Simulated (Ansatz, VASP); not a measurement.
# Two plane-wave programs on LiTaO2

```xyz
4
Lattice="1.4257 0.8231 5.3532 -1.4257 0.8231 5.3532 0.0000 -1.6462 5.3532" Properties=species:S:1:pos:R:3 pbc="T T T"
Li    0.0000    0.0000    0.0000
Ta    0.0000    0.0000    8.0298
O     0.0000    0.0000    4.0744
O     0.0000    0.0000   11.9852
```

Alike in both runs: functional r2SCAN; k mesh 6 × 6 × 6; occupations gaussian, width 0.1 eV; no spin polarisation.

Ansatz relaxed the structure, and its values are those at the end. VASP's run is a single point on that final structure, the one shown.

```csv
,VASP,Ansatz
version,VASP 6.6.1,Ansatz 0.2.0
potentials or method,"VASP PAW PBE potentials, release 64 (Li_sv, Ta_pv, O)","scalar-relativistic, plane waves, PAW"
plane-wave cutoff (eV),520,500
valence electrons in the cell,26,28
```

Ansatz gave:

```
gap on the k mesh at the Fermi level (eV) : none
rms of the force components (eV/Å)        : 0.001
```

Task: Which values does VASP return?

Result: gap on the k mesh at the Fermi level (eV): none; rms of the force components (eV/Å): 0.051.

A gap of «none» marks a metal or a gap that the smearing closes. The two sets of potentials don't hold the same shells in valence.

Caveats: the k mesh is coarse (spacing up to 0.43 Å⁻¹), so the values aren't converged; the PAW data sets were made with another functional, which shifts forces and pressure a little (VASP). The runs have no spin-orbit coupling, so splittings on Ta are missing.
